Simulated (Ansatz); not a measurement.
Computed with Ansatz 0.2.0, DFT PBE, scalar-relativistic, plane waves, PAW. Settings: cutoff 420 eV, Γ-centred meshes spaced at most about 0.3 Å⁻¹, and about 0.25 Å⁻¹ or finer for metals (2π included), Gaussian smearing. No spin polarisation.

All energies are static (0 K, no zero-point motion).

**Question.** Order these relaxed structures of In2GaP3 by energy, lowest first, with the energy over the lowest of them.
A.

```
CELL_PARAMETERS angstrom
4.10731 0.00000 0.00000
-2.05366 3.55703 0.00000
0.00000 0.00000 10.09785
ATOMIC_POSITIONS crystal
In 0.00000 0.00000 0.99320
In 0.66667 0.33333 0.33898
Ga 0.33333 0.66667 0.66572
P 0.00000 0.00000 0.73758
P 0.33333 0.66667 0.42979
P 0.66667 0.33333 0.08472
```

B.

```
CELL_PARAMETERS angstrom
3.77830 0.00000 0.00000
0.00000 3.77830 0.00000
0.00000 0.00000 8.50618
ATOMIC_POSITIONS crystal
In 0.00000 0.50000 0.63915
In 0.50000 0.00000 0.36085
Ga 0.00000 0.00000 0.00000
P 0.50000 0.50000 0.00000
P 0.00000 0.50000 0.30204
P 0.50000 0.00000 0.69796
```

**Answer.** A (0 meV/atom), B (492 meV/atom). Forms: A P3m1; B P-4m2. Counting P atoms around Ga and In (those within 1.25 times the shortest such distance or 1.15 times the sum of covalent radii; a plus sign parts nearer from farther groups): A has In 4, Ga 4; B has In 5, Ga 4+4. Both come from invented guesses. Shaken at random and relaxed again, A came back.

Cells without such a test can be saddle points. Some types were kept out of the candidates beforehand, so the set may lack a known form.
